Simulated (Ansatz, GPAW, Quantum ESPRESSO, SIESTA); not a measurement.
One calculation of TiC, 7 ways

```
Ti C
1.0
     0.00000    2.16572    2.16572
     2.16572    0.00000    2.16572
     2.16572    2.16572    0.00000
Ti C
1 1
Cartesian
  0.0000 0.0000 0.0000
  2.1657 2.1657 2.1657
```

The cell is a database's computed one, not the measured one.

Alike in all runs: task band structure; functional PBEsol; k mesh 11 × 11 × 11; occupations fermi-dirac, width 0.05 eV; no spin polarisation; no spin-orbit coupling. Pressure is positive in compression and, in plane waves, holds the error of the finite cutoff, which Ansatz's Pulay term estimates and takes out.

```
                                                                                      program and potentials  plane-wave cutoff (eV)                                                                                   notes  pressure (GPa)
                                                                                          Ansatz, Ansatz PAW                     420  potentials made for PBE, which Ansatz adapts in part; Pulay term of +0.27 GPa included           -6.71
                                                              Ansatz, all-electron LAPW, scalar-relativistic                       -                                                                                       -           -6.74
                                                           GPAW, PAW data sets generated for this functional                     800                                                                                       -           -5.85
                                                                   Ansatz, PAW datasets made for the crystal                     340                                                                                       -           -6.74
                                                                           Quantum ESPRESSO, GBRV 1.5 PBEsol                     612                                                                                       -           -6.76
                                                       Quantum ESPRESSO, PseudoDojo 0.4.1 SR PBEsol standard                    1143                                                                                       -           -6.52
SIESTA, files PseudoDojo sr-pbesol-0.4.1-standard, DZP (energy shift 0.003 Ry; two zetas on semicore shells)                       -                                                                            atomic basis           -5.37
```

The pressure spans -6.76 (Quantum ESPRESSO, GBRV 1.5 PBEsol) to -5.37 GPa (SIESTA, files PseudoDojo sr-pbesol-0.4.1-standard, DZP (energy shift 0.003 Ry; two zetas on semicore shells)), with all-electron results at -6.74. Rows in atomic bases carry the error of their basis and grid, which can be large.

The functional is the same throughout but for its coding, so the spread measures potentials, basis and numerics; runs on potential files found faulty are left out.
